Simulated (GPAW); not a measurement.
# HfB2 (P6/mmm) in GPAW: notebook, part 2 of 2

GPAW 26.7.0.

**4. Single point, LDA+U**

The input, run.py:

```python
from ase.dft.bandgap import bandgap
from ase.io import read, write
from ase.units import GPa
from gpaw import GPAW, PW

atoms = read('POSCAR')

calc = GPAW(mode=PW(800),
            xc='LDA',
            kpts={'size': (10, 10, 8), 'gamma': True},
            occupations={'name': 'fermi-dirac', 'width': 0.05},
            setups={'Hf': ':d,5.0'},
            nbands=20,
            convergence={'density': 1e-05, 'energy': 1e-05},
            maxiter=150,
            txt='gpaw.txt')
atoms.calc = calc
energy = atoms.get_potential_energy()
forces = atoms.get_forces()
stress = atoms.get_stress()
calc.write('gs.gpw')
write('result.traj', atoms)
print(f'Energy: {energy:.6f} eV')
print('Forces (eV/A):')
print(forces.round(4))
print('Stress (GPa):', (stress / GPa).round(3))
print('Fermi level:', round(calc.get_fermi_level(), 4), 'eV')
print(f'Gap: {bandgap(calc)[0]:.4f} eV, direct: {bandgap(calc, direct=True)[0]:.4f} eV')
```

The input, POSCAR:

```
HfB2
1.0
    3.1400000000      0.0000000000      0.0000000000
   -1.5700000000      2.7193197679      0.0000000000
    0.0000000000      0.0000000000      3.4800000000
Hf B
1 2
Direct
    0.0000000000      0.0000000000      0.0000000000
    0.6666666667      0.3333333333      0.5000000000
    0.3333333333      0.6666666667      0.5000000000
```

Potentials or basis: the program's PAW data sets (release 1.2.1) made for this functional, pw.

Started as:

```sh
$ OMP_NUM_THREADS=1 python run.py
```

gpaw.txt:

```text
__  _  _
 | _ |_)|_||  |
 |__||  | ||/\| - 26.7.0

Input parameters:
  mode=PW(ecut=800.0),
  convergence={'density': 1e-05, 'energy': 1e-05},
  kpts=MonkhorstPack(size=(10, 10, 8), gamma=True),
  maxiter=150,
  nbands=20,
  occupations=Occupations(name='fermi-dirac', width=0.05),
  setups={'Hf': ':d,5.0'},
  xc=XC(name='LDA')

Diagonalizing LCAO Hamiltonian
Converting LCAO to pw mode

         B  B

       Hf

Atoms  # Å, Bohr magnetons
|   | symbol |         x |        y |        z |    initial magnetic moments |
|---|--------|-----------|----------|----------|-----------------------------|
| 0 |     Hf |  0.000000 | 0.000000 | 0.000000 | ( 0.0000,  0.0000,  0.0000) |
| 1 |      B |  1.570000 | 0.906440 | 1.740000 | ( 0.0000,  0.0000,  0.0000) |
| 2 |      B | -0.000000 | 1.812880 | 1.740000 | ( 0.0000,  0.0000,  0.0000) |

Unit cell  # Å
| periodic |         x |        y |        z |  lengths |     angles |
|----------|-----------|----------|----------|----------|------------|
|      yes |  3.140000 | 0.000000 | 0.000000 | 3.140000 |  90.000000 |
|      yes | -1.570000 | 2.719320 | 0.000000 | 3.140000 |  90.000000 |
|      yes |  0.000000 | 0.000000 | 3.480000 | 3.480000 | 120.000000 |

Number of symmetries: 24
Symmetry operations  # r_c * U_cc + t_c -> r_c
|    | kind |            matrix            |
|----|------|------------------------------|
|  0 |  σ   |  1, 1, 0,  0,-1, 0,  0, 0, 1 |
|  1 |  C2  |  1, 1, 0,  0,-1, 0,  0, 0,-1 |
|  2 |  C6  |  1, 1, 0, -1, 0, 0,  0, 0, 1 |
|  3 |  S6  |  1, 1, 0, -1, 0, 0,  0, 0,-1 |
|  4 |  E   |  1, 0, 0,  0, 1, 0,  0, 0, 1 |
|  5 |  σ   |  1, 0, 0,  0, 1, 0,  0, 0,-1 |
|  6 |  σ   |  1, 0, 0, -1,-1, 0,  0, 0, 1 |
|  7 |  C2  |  1, 0, 0, -1,-1, 0,  0, 0,-1 |
|  8 |  σ   |  0, 1, 0,  1, 0, 0,  0, 0, 1 |
|  9 |  C2  |  0, 1, 0,  1, 0, 0,  0, 0,-1 |
| 10 |  C3  |  0, 1, 0, -1,-1, 0,  0, 0, 1 |
| 11 |  S3  |  0, 1, 0, -1,-1, 0,  0, 0,-1 |
| 12 |  C6  |  0,-1, 0,  1, 1, 0,  0, 0, 1 |
| 13 |  S6  |  0,-1, 0,  1, 1, 0,  0, 0,-1 |
| 14 |  σ   |  0,-1, 0, -1, 0, 0,  0, 0, 1 |
| 15 |  C2  |  0,-1, 0, -1, 0, 0,  0, 0,-1 |
| 16 |  σ   | -1, 0, 0,  1, 1, 0,  0, 0, 1 |
| 17 |  C2  | -1, 0, 0,  1, 1, 0,  0, 0,-1 |
| 18 |  C2  | -1, 0, 0,  0,-1, 0,  0, 0, 1 |
| 19 |  i   | -1, 0, 0,  0,-1, 0,  0, 0,-1 |
| 20 |  C3  | -1,-1, 0,  1, 0, 0,  0, 0, 1 |
| 21 |  S3  | -1,-1, 0,  1, 0, 0,  0, 0,-1 |
| 22 |  σ   | -1,-1, 0,  0, 1, 0,  0, 0, 1 |
| 23 |  C2  | -1,-1, 0,  0, 1, 0,  0, 0,-1 |

BZ-sampling:
  Number of BZ points: 800
  Number of IBZ points: 70

  Monkhorst-Pack size: [10, 10, 8]
  Monkhorst-Pack shift: [0.05, 0.05, 0.0625]

K-points  # in reciprocal-cell coordinates
|     |                                coordinates |     weight |
[... 77 lines left out ...]
      filter: 1.14  # [Å]
      core: 1.42  # [Å]
    projectors
    | kind |    occ | energy [eV] | rcut [Å] |
    |------|--------|-------------|----------|
    |   2s |  2.000 |      -9.383 |    0.635 |
    |   2p |  1.000 |      -3.714 |    0.635 |
    |    s |        |      17.828 |    0.635 |
    |    p |        |      23.498 |    0.635 |
    |    d |        |       0.000 |    0.635 |

    Using partial waves for B as LCAO basis

Reference energy: -410966.557056  # eV

eigensolver:
  PPCG
  Converge bands: occupied
  niter=2

density mixing:
  MSR1-Mixer
  Pratt-step length: 0.05
  Maximum mixing coefficient: 0.75
  Old densities: 10
  SVD Regularization: 0.005
  Good broyden scale: 1.0
  Trust region scale: 1.0
  Backstep threshold: 4.0
  History deletion threshold: 6.0
  Fourier metric: weight=20.0, sigma=0.015

occupation numbers:
  Fermi-Dirac:
    width: 0.0500  # eV

poisson solver:
  ecut: 6400.0  # eV

xc functional:
  name: None

convergence criteria:
- Maximum integral of absolute [dens]ity change: 1e-05 electrons / valence electron
- Maximum [total energy] change in last 3 cyles: 1e-05 eV / valence electron
- Maximum integral of absolute [eigenst]ate change: 4e-08 eV^2 / valence electron
maximum number of iterations: 150

SCF iterations
|iter     | |      energy | eigst |  dens |
|---------|-|-------------|-------|-------|
|iter:   1| |  -24.130184 | +0.03 |       |
|iter:   2| |  -23.623720 | -2.37 | -0.87 |
|iter:   3| |  -21.888527 | -1.26 | -0.92 |
|iter:   4| |  -21.910346 | -2.87 | -1.69 |
|iter:   5| |  -21.922350 | -3.51 | -2.04 |
|iter:   6| |  -21.923077 | -4.73 | -2.84 |
|iter:   7| |  -21.923115 | -6.22 | -3.60 |
|iter:   8| |  -21.923119c| -6.61 | -3.96 |
|iter:   9| |  -21.923119c| -7.61c| -4.78 |
|iter:  10| |  -21.923119c| -8.04c| -5.28c|

Converged in 10 steps
Energy contributions relative to reference atoms: (reference = -410966.557056)

Energy contributions:
  Kinetic:          21.101973
  Coulomb:         -18.974905
  Zero:             -0.355686
  External:          0.000000
  Xc:              -23.693248
  Entropy:          -0.002506
  Spinorbit:         0.000000
  ----------------------------
  Free energy:     -21.924372
  Extrapolated:    -21.923119

dipole moment: (-5.713617, -9.896275, -12.664578)  # |e|*Ang

Fermi level: 13.135
Eigenvalues  # (at kpt = [0.000, 0.000, 0.000])
| band index |      eig [eV] | occ [0-2] |
|------------|---------------|-----------|
|          0 |       -49.979 |     2.000 |
|          1 |       -18.980 |     2.000 |
|          2 |       -18.502 |     2.000 |
|          3 |       -18.502 |     2.000 |
|          4 |        -1.000 |     2.000 |
|          5 |         9.839 |     2.000 |
[... 9 lines left out ...]
|         15 |        17.948 |     0.000 |
|         16 |        20.447 |     0.000 |
|        ... |               |           |
|         19 |        34.194 |     0.000 |

No gap
No difference between direct/indirect transitions

Forces  # eV/Ang
|        x |        y |       z |
|----------|----------|---------|
|  0.00000 |  0.00000 | 0.00000 |  # Hf   0
| -0.00000 |  0.00000 | 0.00000 |  # B    1
|  0.00000 | -0.00000 | 0.00000 |  # B    2

Stress tensor  # eV/Ang^3
|         x |         y |         z |
|-----------|-----------|-----------|
| -0.020360 |  0.000000 |  0.000000 |
|  0.000000 | -0.020360 |  0.000000 |
|  0.000000 |  0.000000 | -0.053974 |

# Writing to gs.gpw (mode='')
```

Wall time 37 s (1 thread of Arm Neoverse V2, shared host); peak memory 0.19 GiB.

Results:

* Free energy: -21.9244 eV
* Pressure: 5.1 GPa
* Band gap on the k mesh: none (metal or under the smearing width)

Stress tensor (GPa, compression positive):
```
3.26 0.00 0.00
0.00 3.26 0.00
0.00 0.00 8.65
```

Caveat: U without spin polarisation on a metal has little footing; the U is typed as a test and isn't derived for this compound. The run has no spin-orbit coupling, so splittings on Hf are missing.

**5. Single point, LDA+U**

run.py: that of step 4 with these lines changed.

```diff
@@ -2,4 +2,5 @@
 from ase.io import read, write
-from ase.units import GPa
+from ase.units import Bohr, GPa
 from gpaw import GPAW, PW
+from gpaw.elf import elf_from_dft_calculation
 
@@ -11,3 +12,3 @@
             occupations={'name': 'fermi-dirac', 'width': 0.05},
-            setups={'Hf': ':d,5.0'},
+            setups={'Hf': ':d,6.0'},
             nbands=20,
@@ -28 +29,6 @@
 print(f'Gap: {bandgap(calc)[0]:.4f} eV, direct: {bandgap(calc, direct=True)[0]:.4f} eV')
+
+# fields on the real-space grid
+write('density.cube', atoms, data=calc.get_pseudo_density() * Bohr**3)
+write('potential.cube', atoms, data=calc.get_electrostatic_potential())
+write('elf.cube', atoms, data=elf_from_dft_calculation(calc).data)
```

POSCAR is that of step 4.

Started as:

```sh
$ OMP_NUM_THREADS=1 python run.py
```

Run time: 39 s. Hardware: 1 thread of Arm Neoverse V2, shared host; peak memory 0.19 GiB.

Results (log left out):

| Property | Result |
| --- | --- |
| Free energy | -21.0622 eV |
| Pressure | 8.5 GPa |
| Band gap on the k mesh | none (metal or under the smearing width) |

Stress tensor (GPa, compression positive):
```
 6.35  0.00  0.00
 0.00  6.35  0.00
 0.00  0.00 12.79
```

Levels at points of the mesh, in eV from the Fermi level:
| k point | band 7 | band 8 | band 9 | band 10 | band 11 | band 12 |
| --- | --- | --- | --- | --- | --- | --- |
| (0.00, 0.00, 0.00) | -3.11 | -3.11 | -3.01 | 4.38 | 4.38 | 4.50 |
| (0.00, 0.00, 0.50) | -1.66 | -1.66 | 0.53 | 0.53 | 1.32 | 1.32 |
| (0.50, 0.50, 0.00) | -4.18 | -3.96 | -2.78 | 1.48 | 3.37 | 5.36 |
| (0.50, 0.50, 0.50) | -5.17 | -5.04 | -3.50 | 3.44 | 4.60 | 6.93 |

Caveat: U without spin polarisation on a metal has little footing; the U is typed as a test and isn't derived for this compound. The run has no spin-orbit coupling, so splittings on Hf are missing.

**6. Single point, LDA+U**

run.py: that of step 5 with these lines changed.

```diff
@@ -2,5 +2,4 @@
 from ase.io import read, write
-from ase.units import Bohr, GPa
+from ase.units import GPa
 from gpaw import GPAW, PW
-from gpaw.elf import elf_from_dft_calculation
 
@@ -12,3 +11,3 @@
             occupations={'name': 'fermi-dirac', 'width': 0.05},
-            setups={'Hf': ':d,6.0'},
+            setups={'Hf': ':d,8.0'},
             nbands=20,
@@ -29,6 +28 @@
 print(f'Gap: {bandgap(calc)[0]:.4f} eV, direct: {bandgap(calc, direct=True)[0]:.4f} eV')
-
-# fields on the real-space grid
-write('density.cube', atoms, data=calc.get_pseudo_density() * Bohr**3)
-write('potential.cube', atoms, data=calc.get_electrostatic_potential())
-write('elf.cube', atoms, data=elf_from_dft_calculation(calc).data)
```

POSCAR is that of step 5.

Potentials or basis: the program's PAW data sets (release 1.2.1) made for this functional, pw.

Started as:

```sh
$ OMP_NUM_THREADS=1 python run.py
```

Wall time 42 s (1 thread of Arm Neoverse V2, shared host); peak memory 0.19 GiB.

The run converged. Its results:

- Free energy: -19.4086 eV
- Pressure: 15.9 GPa
- Band gap on the k mesh: none (metal or under the smearing width)

Stress tensor (GPa, compression positive):
```
13.02  0.00  0.00
 0.00 13.02  0.00
 0.00  0.00 21.58
```

Levels at points of the mesh, in eV from the Fermi level:
```tsv
k point	band 5	band 6	band 7	band 8	band 9	band 10	band 11	band 12	band 13	band 14
(0.00, 0.00, 0.00)	-14.64	-3.81	-3.26	-3.26	-3.08	4.06	4.06	4.16	4.94	4.94
(0.00, 0.00, 0.50)	-12.14	-9.61	-1.91	-1.91	0.58	0.58	1.45	1.45	2.97	4.08
(0.50, 0.50, 0.00)	-10.53	-9.84	-4.25	-4.24	-2.80	1.15	3.65	4.90	5.47	6.50
(0.50, 0.50, 0.50)	-10.69	-8.33	-5.32	-5.24	-3.90	3.11	4.72	7.24	8.04	8.22
```

Caveat: U without spin polarisation on a metal has little footing; the U is typed as a test and isn't derived for this compound.

**7. Overview**

```csv
U,gap on the mesh (eV),pressure (GPa)
Hf d U = 3 eV,none,-1.3
Hf d U = 4 eV,none,1.8
Hf d U = 5 eV,none,5.1
Hf d U = 6 eV,none,8.5
Hf d U = 8 eV,none,15.9
```

Alike in all rows: task single point; level LDA+U; potentials or basis the program's PAW data sets (release 1.2.1) made for this functional, pw; no spin polarisation; cell as given; k mesh 10 × 10 × 8; cutoff (eV) 800; smearing fermi-dirac 0.05 eV.

Every run on the cell as given and a fine mesh finds a metal.

Caveats: U without spin polarisation on a metal has little footing; the U is typed as a test and isn't derived for this compound.

Total energies depend on the potentials used, so only differences within one code and one set of settings carry meaning.
